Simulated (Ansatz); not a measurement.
**Pt in Ansatz: the effect of functional**

Crystal: Pt.

```xyz
1
Lattice="-1.5947 1.5947 1.5947 1.5947 -1.5947 1.5947 1.5947 1.5947 -1.5947" Properties=species:S:1:pos:R:3 pbc="T T T"
Pt    0.0000    0.0000    0.0000
```

This isn't the form of Pt at room conditions, which is fcc.

The cell isn't the ideal one: volume scaled by 1.02.

Alike in all runs:

```yaml
Program: Ansatz 0.2.0
Task: single point
Potentials_or_basis: Ansatz PAW
k_mesh: 12 × 12 × 12
Occupations: fermi-dirac, width 0.05 eV
Spin: no spin polarisation
```

```tsv
functional	cutoff	pressure (GPa)
LDA	420 eV (not typed: the program's choice for these potentials)	-20.0
PBEsol	420 eV (not typed: the program's choice for these potentials)	?
r2SCAN	500 eV (not typed: the program's choice for these potentials)	-11.1
```

What does the run with functional PBEsol give?

Pressure -15.2 GPa.

Caveats: the PAW data sets come from PBE, with cores solved anew for the run's functional, which leaves a small shift of forces and pressure.
